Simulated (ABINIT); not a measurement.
Crystal: CdS (Greenockite).

```xyz
4
Lattice="4.1500 0.0000 0.0000 -2.0750 3.5940 0.0000 0.0000 0.0000 6.7370" Properties=species:S:1:pos:R:3 pbc="T T T"
Cd    2.0750    1.1980    3.3685
Cd    0.0000    2.3960    0.0000
S     2.0750    1.1980    5.8949
S     0.0000    2.3960    2.5264
```

Base run:

```yaml
Program: ABINIT 10.8.3 (patched build)
Functional: WC
Potentials_or_basis: JTH PAW PBE v2.0
Cutoff: 544 eV
k_mesh: 7 × 7 × 4
Occupations: fermi-dirac, width 0.05 eV
Spin: no spin polarisation
```

Its results: band gap on the k mesh 1.02 eV, direct; largest force 0.067 eV/Å.

Question: After a change of settings the same cell gave: band gap on the k mesh 0.89 eV, direct; largest force 0.062 eV/Å. Which change was it?
A. functional from WC to PBE; k mesh from 7 × 7 × 4 to 9 × 9 × 5
B. functional from WC to PBE; k mesh from 7 × 7 × 4 to 3 × 3 × 2
C. functional from WC to LDA-PZ; potentials or basis from JTH PAW PBE v2.0 to JTH PAW LDA v2.0
D. functional from WC to PBE

Answer: C.

Caveats: the PAW data sets were made with another functional, which shifts forces and pressure a little (some runs).
